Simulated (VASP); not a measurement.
# Ba in VASP: further runs, part 2 of 2

VASP 6.6.1. The steps go on from the part before.

### Step 4. Single point, LDA

Contents of INCAR:

```
SYSTEM = Ba
ADDGRID = .False.
ALGO = Normal
EDIFF = 1E-6
ENCUT = 450
GGA = CA
ISIF = 2
ISMEAR = -1
LASPH = .True.
LCHARG = .False.
LREAL = .False.
LWAVE = .False.
NBANDS = 11
NELM = 100
PREC = Accurate
SIGMA = 0.2
```

Contents of KPOINTS:

```
k-points
0
Gamma
  2 2 2
  0 0 0
```

Contents of POSCAR:

```
Ba
1.0
    4.3404360000      0.0427450000      0.0778240000
   -2.1332000000      3.6827230000     -0.0419260000
    0.0706370000     -0.0031590000      3.9204320000
Ba
1
Direct
    0.0107920000      0.0146870000     -0.0229320000
```

Potentials or basis: VASP PAW LDA potentials, release 64 (Ba_sv).

Launch:

```bash
$ cat potpaw_LDA.64/Ba_sv/POTCAR > POTCAR
$ mpirun -np 1 vasp_std > vasp.out
```

OUTCAR:

```text
SYSTEM = Ba
   EDIFF = 1E-6
   ENCUT = 450
   GGA = CA
   ISIF = 2
   ISMEAR = -1
   LASPH = .True.
   LREAL = .False.
   NELM = 100
   PREC = Accurate

 Found      8 irreducible k-points:

 Following reciprocal coordinates:
            Coordinates               Weight
  0.000000  0.000000  0.000000      1.000000
  0.500000 -0.000000  0.000000      1.000000
 -0.000000  0.500000  0.000000      1.000000
  0.500000  0.500000 -0.000000      1.000000
  0.000000 -0.000000  0.500000      1.000000
  0.500000 -0.000000  0.500000      1.000000
   k-points           NKPTS =      8   k-points in BZ     NKDIM =      8   number of bands    NBANDS=     11
   number of dos      NEDOS =    301   number of ions     NIONS =      1
   total plane-waves  NPLWV =  25200
   dimension x,y,z NGX =    30 NGY =   30 NGZ =   28
   dimension x,y,z NGXF=    60 NGYF=   60 NGZF=   56
   ions per type =               1
   NGX,Y,Z   is equivalent  to a cutoff of  11.49, 11.72, 11.87 a.u.
   NGXF,Y,Z  is equivalent  to a cutoff of  22.98, 23.44, 23.74 a.u.
 SYSTEM =  Ba
   PREC   = accura    normal or accurate (medium, high low for compatibility)
   ISTART =      0    job   : 0-new  1-cont  2-samecut
   ICHARG =      2    charge: 1-file 2-atom 10-const
   ISPIN  =      1    spin polarized calculation?
   LNONCOLLINEAR =      F non collinear calculations
   LSORBIT =      F    spin-orbit coupling
   LASPH  =      T    aspherical Exc in radial PAW
   ENCUT  =  450.0 eV  33.07 Ry    5.75 a.u.   7.51  7.36  6.78*2*pi/ulx,y,z
   NELM   =    100;   NELMIN=  2; NELMDL= -5     # of ELM steps
   EDIFF  = 0.1E-05   stopping-criterion for ELM
   LREAL  =      F    real-space projection
   EDIFFG = 0.1E-04   stopping-criterion for IOM
   NSW    =      0    number of steps for IOM
   IBRION =     -1    ionic relax: 0-MD 1-quasi-New 2-CG
   NFREE  =      0    steps in history (QN), initial steepest desc. (CG)
   ISIF   =      2    stress and relaxation
   ISYM   =      2    0-nonsym 1-usesym 2-fastsym
   POTIM  = 0.5000    time-step for ionic-motion
   TEBEG  =    0.0;   TEEND  =   0.0 temperature during run
   PSTRESS=    0.0 pullay stress
   NELECT =      10.0000    total number of electrons
   NUPDOWN=      -1.0000    fix difference up-down
   EMIN   =  10.00;   EMAX   =-10.00  energy-range for DOS
   EFERMI =   0.00;   METHOD = LEGACY
   ISMEAR =    -1;   SIGMA  =   0.20  broadening in eV -4-tet -1-fermi 0-gaus
   EFERMI_NEDOS =   21; number of points for ismear=-14 and -15
   IALGO  =     38    algorithm
   IMIX   =      4    mixing-type and parameters
     AMIX     =   0.40;   BMIX     =  1.00
     AMIX_MAG =   1.60;   BMIX_MAG =  1.00
  volume/ion in A,a.u.               =      63.00       425.17
  Fermi-wavevector in a.u.,A,eV,Ry     =   0.886379  1.675014 10.689661  0.785668
  Thomas-Fermi vector in A             =   2.007537
   LORBIT       =      0    0 simple, 1 ext, 2 COOP (PROOUT), +10 PAW based schemes
   GGA     = CA    functional components
   LHFCALC =     F    Hartree Fock is set to
   AEXX    =    0.0000 exact exchange contribution
   IVDW    =     0    specifies the selected vdW correction
   LEPSILON=     F    determine dielectric tensor
   LRPA    =     F    only Hartree local field effects (RPA)
 non-spin polarized calculation
  energy-cutoff  :      450.00
  volume of cell :       63.00
 maximum number of plane-waves:      1378
   NGX = 15   NGY = 15   NGZ = 13

 number of electron      10.0000000 magnetization

 Free energy of the ion-electron system (eV)
  ---------------------------------------------------
  ext. energy  EPLUGINS =         0.00000000
  ---------------------------------------------------
  free energy    TOTEN  =        -2.72952204 eV

  energy without entropy =       -2.57253314  energy(sigma->0) =       -2.65102759

 E-fermi :   1.1476     XC(G=0):  -7.5704

 val. band max:        0.6556876961   @ k =  -0.0000   0.5000   0.5000
 cond. band min:       1.5269488400   @ k =   0.0000   0.0000   0.0000
 fundamental gap:      0.8712611440
 Fermi energy:         1.1475696766

 k-point     1 :       0.0000    0.0000    0.0000
  band No.  band energies     occupation
      1     -27.4605      2.00000
      2     -12.4087      2.00000
      3     -12.3839      2.00000
      4     -12.3065      2.00000
      5      -1.2516      1.99999
      6       1.5269      0.26092
      7       3.0339      0.00016
      8       3.3033      0.00004
      9       6.2916      0.00000
     10       6.3672      0.00000
     11       7.5843      0.00000

 k-point     2 :       0.5000   -0.0000    0.0000
  band No.  band energies     occupation
      1     -27.4205      2.00000
      2     -12.8948      2.00000
      3     -12.4896      2.00000
      4     -12.2566      2.00000
      5       0.4875      1.92888
      6       1.7941      0.07591
      7       2.4424      0.00308
      8       4.4146      0.00000
      9       5.9754      0.00000
     10       6.2565      0.00000
     11       7.3468      0.00000

 k-point     3 :      -0.0000    0.5000    0.0000
  band No.  band energies     occupation
      1     -27.4151      2.00000
      2     -12.9091      2.00000
      3     -12.5286      2.00000
      4     -12.2503      2.00000
      5       0.5143      1.91910
      6       1.8190      0.06734
      7       2.5540      0.00176
      8       4.3931      0.00000
      9       5.8507      0.00000
     10       6.2941      0.00000
     11       7.5049      0.00000

 k-point     4 :       0.5000    0.5000   -0.0000
  band No.  band energies     occupation
      1     -27.4157      2.00000
      2     -12.9077      2.00000
      3     -12.5238      2.00000
      4     -12.2513      2.00000
      5       0.5120      1.92000
      6       1.8080      0.07099
      7       2.5420      0.00187
      8       4.4040      0.00000
      9       5.8818      0.00000
     10       6.2808      0.00000
     11       7.5173      0.00000

 k-point     5 :       0.0000   -0.0000    0.5000
  band No.  band energies     occupation
      1     -27.3944      2.00000
      2     -13.0822      2.00000
      3     -12.3329      2.00000
      4     -12.3089      2.00000
      5       0.6412      1.85269
      6       2.2302      0.00887
      7       3.6068      0.00001
      8       3.8571      0.00000
      9       4.0231      0.00000
     10       4.1152      0.00000
     11       8.5758      0.00000

 k-point     6 :       0.5000   -0.0000    0.5000
  band No.  band energies     occupation
      1     -27.3561      2.00000
      2     -12.9943      2.00000
      3     -12.7808      2.00000
      4     -12.4081      2.00000
      5       0.6427      1.85165
      6       1.7042      0.11649
      7       3.3852      0.00003
      8       4.7649      0.00000
      9       5.1270      0.00000
     10       6.5426      0.00000
     11       7.3122      0.00000

 [... further k-points ...]

------------------------ aborting loop because EDIFF is reached ----------------------------------------

  FORCE on cell =-STRESS in cart. coord.  units (eV):
  Direction    XX          YY          ZZ          XY          YZ          ZX
  --------------------------------------------------------------------------------------
  -------------------------------------------------------------------------------------
  Total       -2.1439990     -2.0643090     -1.3644131     -0.0548232     -0.0035383      0.0722823
  in kB      -54.5216767    -52.4951682    -34.6968869     -1.3941481     -0.0899792      1.8381325
  external PRESSURE =     -47.2379106 kB  Pullay stress =       0.0000000 kB

 VOLUME and BASIS-vectors are now :
 -----------------------------------------------------------------------------
  energy-cutoff  :      450.00
  volume of cell :       63.00
      direct lattice vectors                 reciprocal lattice vectors
     4.340436000  0.042745000  0.077824000     0.229156949  0.132692299 -0.004021951
    -2.133200000  3.682723000 -0.041926000    -0.002663728  0.269998278  0.000265553
     0.070637000 -0.003159000  3.920432000    -0.004577452  0.000253366  0.255156610

 POSITION                                       TOTAL-FORCE (eV/Angst)
 -----------------------------------------------------------------------------------
      0.08453      0.05146      3.83075        -0.000000     -0.000000      0.000000
 -----------------------------------------------------------------------------------
    total drift:                               -0.000002     -0.000001     -0.000005

  FREE ENERGIE OF THE ION-ELECTRON SYSTEM (eV)
  ---------------------------------------------------
  free  energy   TOTEN  =        -2.7295220431 eV

  energy  without entropy=       -2.5725331401  energy(sigma->0) =       -2.65102759
```

OSZICAR:

```text
N       E                     dE             d eps       ncg     rms          rms(c)
DAV:   1     0.466123231803E+02    0.46612E+02   -0.40633E+03   176   0.680E+02
DAV:   2    -0.377471295987E+00   -0.46990E+02   -0.45877E+02   197   0.125E+02
DAV:   3    -0.263615700808E+01   -0.22587E+01   -0.22423E+01   234   0.285E+01
DAV:   4    -0.274329657770E+01   -0.10714E+00   -0.10681E+00   248   0.544E+00
DAV:   5    -0.274390103717E+01   -0.60446E-03   -0.60434E-03   231   0.431E-01    0.230E+00
DAV:   6    -0.273472904130E+01    0.91720E-02   -0.60334E-03   215   0.684E-01    0.135E+00
DAV:   7    -0.272944136280E+01    0.52877E-02   -0.11448E-02   242   0.907E-01    0.655E-02
DAV:   8    -0.272951850085E+01   -0.77138E-04   -0.29677E-04   206   0.971E-02    0.148E-02
DAV:   9    -0.272952237915E+01   -0.38783E-05   -0.15069E-05   274   0.196E-02    0.487E-03
DAV:  10    -0.272952204310E+01    0.33605E-06   -0.14220E-06   152   0.759E-03
   1 F= -.27295220E+01 E0= -.26510276E+01  d E =-.156989E+00
```

Run time: 2.1 s. Hardware: 1 thread of Intel Xeon 6975P-C (Granite Rapids), shared host; peak memory 0.14 GiB.

The run converged, but some of its settings lie outside the range that counts as converged, so its numbers aren't taken as properties of the crystal.

What came out:

```
Free energy : -2.7295 eV
Pressure    : -4.7 GPa
```

Caveat: the k mesh is coarse (spacing up to 0.85 Å⁻¹), so the values aren't converged; the mesh shows a gap though the element is a metal.

### Step 5. For comparison

An earlier run on the cell as given: functional PBE; potentials or basis VASP PAW PBE potentials, release 64 (Ba_sv); cutoff 520 eV; k mesh 7 × 7 × 7; occupations fermi-dirac, width 0.05 eV; no spin polarisation.

* Pressure: -0.1 GPa
* Band gap on the k mesh: none (metal or under the smearing width)
